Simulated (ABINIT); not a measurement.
# KI (Fm-3m): G0W0 with ABINIT, start to end, part 2 of 3

Aim: the G0W0 gap of KI (Fm-3m) on PBE, step by step.

ABINIT 10.8.3; PBE and many-body steps on it, plane waves. Known limits of the many-body steps: not at the basis limit; no spin-orbit coupling.

So far. Step 2 (Ground state): The gap is direct, at Γ.

### 3. Bands along the symmetry lines

Level of this step: DFT, PBE, plane waves, norm-conserving pseudopotentials (ABINIT).

The cheap functional maps the bands first; the places of the edges decide which points the dearer methods must see.

Contents of run.abi:

```
acell 3*1.0 Angstrom
rprim 
  0.000000000000 3.532775000000 3.532775000000
  3.532775000000 0.000000000000 3.532775000000
  3.532775000000 3.532775000000 -0.000000000000
ntypat 2
znucl 19 53
natom 2
typat 1 2
xred 
  0.000000000000 0.000000000000 0.000000000000
  0.500000000000 0.500000000000 0.500000000000
pp_dirpath "pseudos"
pseudos "K.upf, I.upf"
ecut 33
iscf -2
irdden 1
kptopt 0
nkpt 50
kpt 
  0.00000000 0.00000000 0.00000000
  0.06250000 0.00000000 0.06250000
  0.12500000 0.00000000 0.12500000
  0.18750000 0.00000000 0.18750000
  0.25000000 0.00000000 0.25000000
  0.31250000 0.00000000 0.31250000
  0.37500000 0.00000000 0.37500000
  0.43750000 0.00000000 0.43750000
  0.50000000 0.00000000 0.50000000
  0.51562500 0.03125000 0.51562500
  0.53125000 0.06250000 0.53125000
  0.54687500 0.09375000 0.54687500
  0.56250000 0.12500000 0.56250000
  0.57812500 0.15625000 0.57812500
  0.59375000 0.18750000 0.59375000
  0.60937500 0.21875000 0.60937500
  0.62500000 0.25000000 0.62500000
  0.37500000 0.37500000 0.75000000
  0.32812500 0.32812500 0.65625000
  0.28125000 0.28125000 0.56250000
  0.23437500 0.23437500 0.46875000
  0.18750000 0.18750000 0.37500000
  0.14062500 0.14062500 0.28125000
  0.09375000 0.09375000 0.18750000
  0.04687500 0.04687500 0.09375000
  0.00000000 0.00000000 0.00000000
  0.06250000 0.06250000 0.06250000
  0.12500000 0.12500000 0.12500000
  0.18750000 0.18750000 0.18750000
  0.25000000 0.25000000 0.25000000
  0.31250000 0.31250000 0.31250000
  0.37500000 0.37500000 0.37500000
  0.43750000 0.43750000 0.43750000
  0.50000000 0.50000000 0.50000000
  0.50000000 0.46875000 0.53125000
  0.50000000 0.43750000 0.56250000
  0.50000000 0.40625000 0.59375000
  0.50000000 0.37500000 0.62500000
  0.50000000 0.34375000 0.65625000
  0.50000000 0.31250000 0.68750000
  0.50000000 0.28125000 0.71875000
  0.50000000 0.25000000 0.75000000
  0.50000000 0.21875000 0.71875000
  0.50000000 0.18750000 0.68750000
  0.50000000 0.15625000 0.65625000
  0.50000000 0.12500000 0.62500000
  0.50000000 0.09375000 0.59375000
  0.50000000 0.06250000 0.56250000
  0.50000000 0.03125000 0.53125000
  0.50000000 0.00000000 0.50000000
istwfk *1
nband 15
nbdbuf 2
tolwfr 1e-08
nstep 40
prtwf 0
prtvol 0
indata_prefix "in"
outdata_prefix "out"
tmpdata_prefix "tmp"
```

Run with:

```
OMP_NUM_THREADS=1 mpirun -n 4 abinit run.abi > log
```

Numbers of over 12 decimals in the logs are rounded to 6 here.

The log of the run:

```text
.Version 10.8.3 of ABINIT. v10.8.2 released Aug 2026.

 Symmetries : space group Fm -3 m (#225); Bravais cF (face-center cubic)
[... echo of the input left out ...]
== DATASET  1 ==================================================================
-   mpi_nproc: 4, omp_nthreads: 1 (-1 if OMP is not activated)

--- !DatasetInfo
iteration_state: {dtset: 1, }
dimensions: {natom: 2, nkpt: 50, mband: 15, nsppol: 1, nspinor: 1, nspden: 1, mpw: 5434, }
cutoff_energies: {ecut:  33.0, pawecutdg:  -1.0, }
electrons: {nelect:   1.60000000E+01, charge:   0.00000000E+00, occopt:   1.00000000E+00, tsmear:   1.00000000E-02, }

 Real(R)+Recip(G) space primitive vectors, cartesian coordinates (Bohr,Bohr^-1):
 R(1)=  0.0000000  6.6759772  6.6759772  G(1)= -0.0748954  0.0748954  0.0748954
 R(2)=  6.6759772  0.0000000  6.6759772  G(2)=  0.0748954 -0.0748954  0.0748954
 R(3)=  6.6759772  6.6759772  0.0000000  G(3)=  0.0748954  0.0748954 -0.0748954
 Unit cell volume ucvol=  5.9507887E+02 bohr^3
 Angles (23,13,12)=  6.00000000E+01  6.00000000E+01  6.00000000E+01 degrees

 getcut: wavevector=  0.0000  0.0000  0.0000  ngfft=  50  50  50
         ecut(hartree)=     33.000   => boxcut(ratio)=   2.04876

--- Pseudopotential description ------------------------------------------------
- K Generated using ONCVPSP code by D. R. Hamann
- 19.00000   9.00000  171031                  znucl, zion, pspdat
12 -101130 2 -1 2222                          pspcod,pspxc,lmax,lloc,mmax
     nproj     2     2     2
  pspatm : epsatm=    8.42413758
         --- l  ekb(1:nproj) -->
             0   10.871123    0.806704
             1    4.379001    0.553647
             2   -3.405842   -1.029115
 pspatm: atomic psp has been read  and splines computed

- I Generated using ONCVPSP code by D. R. Hamann
- 53.00000   7.00000  171031                  znucl, zion, pspdat
12 -101130 2 -1 1196                          pspcod,pspxc,lmax,lloc,mmax
     nproj     2     2     2
  pspatm : epsatm=   19.17056757
         --- l  ekb(1:nproj) -->
[...]
pspatm: atomic psp has been read  and splines computed

--------------------------------------------------------------------------------

================================================================================
 prteigrs : about to open file out_EIG
 Non-SCF case, kpt    1 (  0.00000  0.00000  0.00000), residuals and eigenvalues=
  5.37E-09  2.67E-09  4.64E-09  9.40E-09  4.74E-09  2.52E-09  6.27E-09  7.47E-09
  8.38E-09  9.04E-09  8.83E-09  4.72E-09  9.54E-09  7.63E-09  6.78E-09
 -1.0430E+00 -4.3616E-01 -4.3616E-01 -4.3616E-01 -3.8166E-01  4.3563E-03
  4.3563E-03  4.3563E-03  1.4997E-01  2.4342E-01  2.4342E-01  2.4342E-01
[...]
Non-SCF case, kpt    2 (  0.06250  0.00000  0.06250), residuals and eigenvalues=
  5.86E-09  5.62E-09  3.55E-09  7.76E-09  2.58E-09  5.97E-09  4.57E-09  7.00E-09
[...]
4.90E-09  4.19E-09  4.83E-09  7.10E-09  5.33E-09  9.61E-09  6.21E-09  4.97E-09
  8.77E-09  9.27E-09  2.45E-09  5.00E-09  8.16E-09  8.00E-09  2.97E-07
[...]
Non-SCF case, kpt   49 (  0.50000  0.03125  0.53125), residuals and eigenvalues=
[...]
Non-SCF case, kpt   50 (  0.50000  0.00000  0.50000), residuals and eigenvalues=
[...]
-1.0429E+00 -4.3783E-01 -4.3684E-01 -4.3684E-01 -3.7641E-01 -3.2245E-02
 -9.0923E-03 -9.0923E-03  1.8588E-01  2.1643E-01  3.0214E-01  3.2412E-01
[...]
--- !ResultsGS
iteration_state: {dtset: 1, }
comment   : Summary of ground state results
lattice_vectors:
- [  0.0000000,   6.6759772,   6.6759772, ]
- [  6.6759772,   0.0000000,   6.6759772, ]
- [  6.6759772,   6.6759772,  -0.0000000, ]
lattice_lengths: [   9.44126,    9.44126,    9.44126, ]
lattice_angles: [ 60.000,  60.000,  60.000, ] # degrees, (23, 13, 12)
lattice_volume:   5.9507887E+02
convergence: {deltae:  0.000E+00, res2:  0.000E+00, residm:  9.989E-09, diffor:  0.000E+00, }
etotal    :  -4.31025253E+01
entropy   :   0.00000000E+00
fermie    :   4.35632526E-03
cartesian_stress_tensor: null
pressure_GPa: null
xred      :
- [  0.0000E+00,   0.0000E+00,   0.0000E+00,  K]
- [  5.0000E-01,   5.0000E-01,   5.0000E-01,  I]
cartesian_forces: null
force_length_stats: {min: null, max: null, mean: null, }

 Integrated electronic density in atomic spheres:
 ------------------------------------------------
 Atom  Sphere_radius  Integrated_density
[...]
================================================================================

 ----iterations are completed or convergence reached----

 Mean square residual over all n,k,spin=   64.626E-10; max=  99.885E-10
 reduced coordinates (array xred) for    2 atoms
       0.000000000000      0.000000000000      0.000000000000
       0.500000000000      0.500000000000      0.500000000000

 cartesian coordinates (angstrom) at end:
    1      0.000000     0.000000     0.000000
    2      3.532775     3.532775     3.532775
 length scales=  1.889726125908  1.889726125908  1.889726125908 bohr
              =  1.000000000000  1.000000000000  1.000000000000 angstroms
 prteigrs : about to open file out_EIG
 Eigenvalues (hartree) for nkpt=  50  k points:
 kpt#   1, nband= 15, wtk=  1.00000, kpt=  0.0000  0.0000  0.0000 (reduced coord)
[...]
kpt#   2, nband= 15, wtk=  1.00000, kpt=  0.0625  0.0000  0.0625 (reduced coord)
[...]
kpt#   3, nband= 15, wtk=  1.00000, kpt=  0.1250  0.0000  0.1250 (reduced coord)
[...]
kpt#  49, nband= 15, wtk=  1.00000, kpt=  0.5000  0.0313  0.5313 (reduced coord)
  -1.04290   -0.43782   -0.43688   -0.43685   -0.37633   -0.03208   -0.00944   -0.00939
   0.18689    0.21750    0.30266    0.32353    0.32502    0.35623    0.35769
 kpt#  50, nband= 15, wtk=  1.00000, kpt=  0.5000  0.0000  0.5000 (reduced coord)
  -1.04290   -0.43783   -0.43684   -0.43684   -0.37641   -0.03225   -0.00909   -0.00909
   0.18588    0.21643    0.30214    0.32412    0.32811    0.35619    0.35619

== END DATASET(S) ==============================================================
================================================================================

 -outvars: echo values of variables after computation  --------
            nband          15
             nkpt          50
          spgroup         225
 [... the other variables as echoed above ...]

 Calculation completed.
```

Wall time 39 s (4 MPI ranks of Arm Neoverse N1, shared host); peak memory 0.33 GiB; 2.6 min of CPU time.

Numbers from this step:

```
gap                        : 3.962 eV
k of the valence top       : 0, 0, 0
k of the conduction bottom : 0, 0, 0
least direct gap           : 3.962 eV
```

The gap is 3.962 eV, as in the run before at this level.

Electronic bands along the path, in eV, zero at the top of the highest filled band; v1 is the highest filled band, c1 the lowest empty one:

```csv
point,v4,v3,v2,v1,c1,c2,c3,c4
Γ,-10.50,0.00,0.00,0.00,3.96,6.51,6.51,6.51
halfway,-10.37,-0.78,-0.21,-0.21,5.29,5.53,7.61,7.90
X,-10.36,-1.00,-0.37,-0.37,4.94,5.77,8.10,8.70
halfway,-10.34,-0.96,-0.49,-0.37,5.14,6.01,8.21,8.34
U,-10.31,-0.85,-0.75,-0.38,5.62,6.64,7.63,8.28
jump to K,-10.31,-0.85,-0.75,-0.38,5.62,6.64,7.63,8.28
halfway,-10.33,-0.87,-0.30,-0.24,5.54,6.29,7.21,7.41
Γ,-10.50,0.00,0.00,0.00,3.96,6.51,6.51,6.51
halfway,-10.36,-0.76,-0.18,-0.18,5.06,6.58,7.12,7.12
L,-10.23,-1.32,-0.34,-0.34,5.52,7.72,8.16,8.16
halfway,-10.26,-1.10,-0.54,-0.39,6.04,6.86,7.39,8.28
W,-10.30,-0.73,-0.73,-0.60,6.47,6.47,6.64,8.19
halfway,-10.33,-0.92,-0.49,-0.48,5.36,6.17,7.89,8.32
X,-10.36,-1.00,-0.37,-0.37,4.94,5.77,8.10,8.70
```

The electronic bands as a text plot (rows in eV, shown from -8.0 to 7.2 only):

```
    6.9 |++++             ++++  ++++++++ ++++++      ++++++++
    6.3 |++++          +++ ++++++++++++++++++         +++++++++
    5.6 |    ++++++++++  ++     +              +++++++      ++ ++
    5.0 |    ++++++++++++        ++        ++++               +++
    4.4 | +++                      +++  +++
    3.7 |+                            ++
    3.1 |
    2.5 |
    1.8 |
    1.2 |
    0.6 |
   -0.1 |*********************************************          *
   -0.7 |    **********************        ****     *************
   -1.3 |                   **                 ********
   -2.0 |
   -2.6 |
   -3.2 |
   -3.9 |
   -4.5 |
   -5.1 |
   -5.8 |
   -6.4 |
   -7.0 |
   -7.7 |
         Γ           X  U|K            Γ         L        W     X
```

### 4. Empty states on the mesh, 4×4×4 mesh, 270 bands

The sums over transitions need many empty states on a uniform mesh; this step solves for them.

Contents of run.abi:

```
acell 3*1.0 Angstrom
rprim 
  0.000000000000 3.532775000000 3.532775000000
  3.532775000000 0.000000000000 3.532775000000
  3.532775000000 3.532775000000 -0.000000000000
ntypat 2
znucl 19 53
natom 2
typat 1 2
xred 
  0.000000000000 0.000000000000 0.000000000000
  0.500000000000 0.500000000000 0.500000000000
pp_dirpath "pseudos"
pseudos "K.upf, I.upf"
ecut 33
ngkpt 4 4 4
nshiftk 1
shiftk 0 0 0
kptopt 1
chksymbreak 0
iscf -2
irdden 1
istwfk *1
nband 270
nbdbuf 24
tolwfr 1e-09
nstep 60
prtvol 0
indata_prefix "in"
outdata_prefix "out"
tmpdata_prefix "tmp"
```

The log of the run:

```text
.Version 10.8.3 of ABINIT. v10.8.2 released Aug 2026.

 Symmetries : space group Fm -3 m (#225); Bravais cF (face-center cubic)
[... echo of the input left out ...]
== DATASET  1 ==================================================================
-   mpi_nproc: 4, omp_nthreads: 1 (-1 if OMP is not activated)

--- !DatasetInfo
iteration_state: {dtset: 1, }
dimensions: {natom: 2, nkpt: 8, mband: 270, nsppol: 1, nspinor: 1, nspden: 1, mpw: 5434, }
cutoff_energies: {ecut:  33.0, pawecutdg:  -1.0, }
electrons: {nelect:   1.60000000E+01, charge:   0.00000000E+00, occopt:   1.00000000E+00, tsmear:   1.00000000E-02, }

 Real(R)+Recip(G) space primitive vectors, cartesian coordinates (Bohr,Bohr^-1):
 R(1)=  0.0000000  6.6759772  6.6759772  G(1)= -0.0748954  0.0748954  0.0748954
 R(2)=  6.6759772  0.0000000  6.6759772  G(2)=  0.0748954 -0.0748954  0.0748954
 R(3)=  6.6759772  6.6759772  0.0000000  G(3)=  0.0748954  0.0748954 -0.0748954
 Unit cell volume ucvol=  5.9507887E+02 bohr^3
 Angles (23,13,12)=  6.00000000E+01  6.00000000E+01  6.00000000E+01 degrees

 getcut: wavevector=  0.0000  0.0000  0.0000  ngfft=  50  50  50
         ecut(hartree)=     33.000   => boxcut(ratio)=   2.04876

--- Pseudopotential description ------------------------------------------------
- K Generated using ONCVPSP code by D. R. Hamann
- 19.00000   9.00000  171031                  znucl, zion, pspdat
12 -101130 2 -1 2222                          pspcod,pspxc,lmax,lloc,mmax
     nproj     2     2     2
  pspatm : epsatm=    8.42413758
         --- l  ekb(1:nproj) -->
             0   10.871123    0.806704
             1    4.379001    0.553647
             2   -3.405842   -1.029115
 pspatm: atomic psp has been read  and splines computed

- I Generated using ONCVPSP code by D. R. Hamann
- 53.00000   7.00000  171031                  znucl, zion, pspdat
12 -101130 2 -1 1196                          pspcod,pspxc,lmax,lloc,mmax
     nproj     2     2     2
  pspatm : epsatm=   19.17056757
         --- l  ekb(1:nproj) -->
[...]
pspatm: atomic psp has been read  and splines computed

--------------------------------------------------------------------------------

================================================================================
 prteigrs : about to open file out_EIG
 Non-SCF case, kpt    1 (  0.00000  0.00000  0.00000), residuals and eigenvalues=
  1.42E-10  6.21E-11  9.23E-11  8.06E-10  4.98E-11  1.15E-10  2.00E-10  4.22E-10
  2.67E-10  1.56E-10  3.76E-10  7.47E-10  4.73E-11  5.67E-10  2.77E-11  2.45E-10
  3.76E-10  2.70E-10  3.32E-10  5.11E-10  6.22E-10  4.03E-10  7.72E-10  6.30E-10
[...]
4.32E-05  9.22E-05  1.03E-06  1.12E-06  1.30E-06  4.21E-04
 -1.0430E+00 -4.3616E-01 -4.3616E-01 -4.3616E-01 -3.8166E-01  4.3563E-03
  4.3563E-03  4.3563E-03  1.4997E-01  2.4342E-01  2.4342E-01  2.4342E-01
[...]
4.0976E+00  4.0987E+00  4.1035E+00  4.1036E+00  4.1037E+00  4.1073E+00
 prteigrs : prtvol=0 or 1, do not print more k-points.

--- !ResultsGS
iteration_state: {dtset: 1, }
comment   : Summary of ground state results
lattice_vectors:
- [  0.0000000,   6.6759772,   6.6759772, ]
- [  6.6759772,   0.0000000,   6.6759772, ]
- [  6.6759772,   6.6759772,  -0.0000000, ]
lattice_lengths: [   9.44126,    9.44126,    9.44126, ]
lattice_angles: [ 60.000,  60.000,  60.000, ] # degrees, (23, 13, 12)
lattice_volume:   5.9507887E+02
convergence: {deltae:  0.000E+00, res2:  0.000E+00, residm:  9.937E-10, diffor:  0.000E+00, }
etotal    :  -4.31025253E+01
entropy   :   0.00000000E+00
fermie    :   4.35632526E-03
cartesian_stress_tensor: null
pressure_GPa: null
xred      :
- [  0.0000E+00,   0.0000E+00,   0.0000E+00,  K]
- [  5.0000E-01,   5.0000E-01,   5.0000E-01,  I]
cartesian_forces: null
force_length_stats: {min: null, max: null, mean: null, }

 Integrated electronic density in atomic spheres:
 ------------------------------------------------
 Atom  Sphere_radius  Integrated_density
[...]
================================================================================

 ----iterations are completed or convergence reached----

 Mean square residual over all n,k,spin=   37.464E-11; max=  99.372E-11
 reduced coordinates (array xred) for    2 atoms
       0.000000000000      0.000000000000      0.000000000000
       0.500000000000      0.500000000000      0.500000000000

 cartesian coordinates (angstrom) at end:
    1      0.000000     0.000000     0.000000
    2      3.532775     3.532775     3.532775
 length scales=  1.889726125908  1.889726125908  1.889726125908 bohr
              =  1.000000000000  1.000000000000  1.000000000000 angstroms
 prteigrs : about to open file out_EIG
 Eigenvalues (hartree) for nkpt=   8  k points:
 kpt#   1, nband=270, wtk=  0.01563, kpt=  0.0000  0.0000  0.0000 (reduced coord)
[...]
3.87144    3.87144    3.87838    3.87838    3.88096    3.88096    3.88096    3.95247
   3.95247    3.95247    4.02825    4.02825    4.03277    4.03278    4.03279    4.09704
   4.09765    4.09873    4.10347    4.10359    4.10368    4.10728
 prteigrs : prtvol=0 or 1, do not print more k-points.

== END DATASET(S) ==============================================================
================================================================================

 -outvars: echo values of variables after computation  --------
            nband         270
             nkpt           8
          spgroup         225
 [... the other variables as echoed above ...]

 Calculation completed.
```

Run time: 3.6 min. Hardware: 4 MPI ranks; peak memory 0.54 GiB.

This step gave:

* gap: 3.962 eV
* k of the valence top: 0, 0, 0
* k of the conduction bottom: 0, 0, 0
* least direct gap: 3.962 eV
* k points computed: 8
* lowest point of the top converged band, above the valence top: 104.8223 eV

On this mesh the gap is 3.962 eV.

### 5. Screening, 4×4×4 mesh, 246 bands, screening to 179.6 eV

The RPA dielectric matrix is built and inverted for each q.

This step: RPA screening on PBE, plane waves, norm-conserving pseudopotentials.

run.abi: that of step 4 with these lines changed.

```diff
@@ -20,10 +20,11 @@
 chksymbreak 0
-iscf -2
-irdden 1
 istwfk *1
-nband 270
-nbdbuf 24
-tolwfr 1e-09
-nstep 60
-prtvol 0
+occopt 1
+irdwfk 1
+optdriver 3
+nband 246
+ecuteps 6.6
+inclvkb 2
+awtr 1
+symchi 1
 indata_prefix "in"
```

The log of the run:

```text
.Version 10.8.3 of ABINIT. v10.8.2 released Aug 2026.

 Symmetries : space group Fm -3 m (#225); Bravais cF (face-center cubic)
[... echo of the input left out ...]
== DATASET  1 ==================================================================
-   mpi_nproc: 4, omp_nthreads: 1 (-1 if OMP is not activated)

--- !DatasetInfo
iteration_state: {dtset: 1, }
dimensions: {natom: 2, nkpt: 8, mband: 246, nsppol: 1, nspinor: 1, nspden: 1, mpw: 5434, }
cutoff_energies: {ecut:  33.0, pawecutdg:  -1.0, }
electrons: {nelect:   1.60000000E+01, charge:   0.00000000E+00, occopt:   1.00000000E+00, tsmear:   1.00000000E-02, }

 SCREENING: Calculation of the susceptibility and dielectric matrices

 Based on a program developped by R.W. Godby, V. Olevano, G. Onida, and L. Reining.
 Incorporated in ABINIT by V. Olevano, G.-M. Rignanese, and M. Torrent.
.Using double precision arithmetic ; gwpc =  8

[... cell and pseudopotentials left out ...]
--------------------------------------------------------------------------------

 ==== K-mesh for the wavefunctions ====
 Number of points in the irreducible wedge :     8
[... list of points left out ...]
 Together with 48 symmetry operations and time-reversal symmetry
 yields    64 points in the full Brillouin Zone.

 ==== Q-mesh for the screening function ====
 Number of points in the irreducible wedge :     8
[... list of points left out ...]
 Together with 48 symmetry operations and time-reversal symmetry
 yields    64 points in the full Brillouin Zone.

 setmesh: FFT mesh size selected  =    36x   36x   36
          total number of points  =        46656

 vcoul_init : cutoff-mode = AUXILIARY_FUNCTION
 q-points for optical limit:   1
     1)      0.000010    0.000020    0.000030

- screening: taking advantage of time-reversal symmetry
- Maximum band index for partially occupied states nbvw = 8
- Remaining bands to be divided among processors   nbcw = 238
- Number of bands treated by each node ~59

 Number of electrons calculated from density =   16.0000; Expected =   16.0000
 average of density, n =  0.026887
 r_s =    2.0707
 omega_plasma =   15.8172 [eV]

 calculating chi0 at frequencies [eV] :
  1    0.000000E+00    0.000000E+00
  2    0.000000E+00    1.581715E+01

--------------------------------------------------------------------------------
  q-point number  1        q = ( 0.000000, 0.000000, 0.000000) [r.l.u.]
--------------------------------------------------------------------------------
[... chi0 elements left out ...]
 For q-point:  0.000010 0.000020 0.000030
  dielectric constant =   2.6562
  dielectric constant without local fields =   3.2759

  Average fulfillment of the sum rule on Im[epsilon] for q-point    1 :     88.39  [%]
[... wings left out ...]
  q-point number  2        q = ( 0.250000, 0.000000, 0.000000) [r.l.u.]
--------------------------------------------------------------------------------
[... chi0 elements left out ...]
  Average fulfillment of the sum rule on Im[epsilon] for q-point    2 :     93.30  [%]

 [... 6 further q-points ...]
```

It took 3.7 min on 4 MPI ranks; peak memory 2.2 GiB.

This step gave:

```yaml
eps_infinity_with_local_fields_on_this_mesh_along_the_program_s_q_direction: 2.656
the_same_without_local_fields: 3.276
plasma_frequency: 15.82 eV
plane_waves_in_the_screening_matrix: 531
```

Local fields lower ε∞ by 19 %.

(Continued in part 3 of 3.)

[Paths, hosts, dates, memory and timing lines, banners, echoed tables and standing remarks are left out of the program output.]

[Logs are printed without paths, hosts, clocks, repeated set-up lines and the standing remarks that a program may print on its own settings, such as how far it seeks lower states.]

[Runs of the session that timed out or met a known fault of the program may be left out.]

[Hosts, paths, dates, database ids (printed as entryN), source tags and the programs' standing remarks are cut or masked in the printed files.]

[G0W0 gaps are taken among the corrected bands and points alone; a level outside them can change the order at an edge.]

[Where Ansatz stands beside ABINIT at settings called matched, ABINIT's density can come from a denser mesh and the files from another edition; pairs whose starting gaps differed by over 0.03 eV were left out, so agreement reads better than it is.]
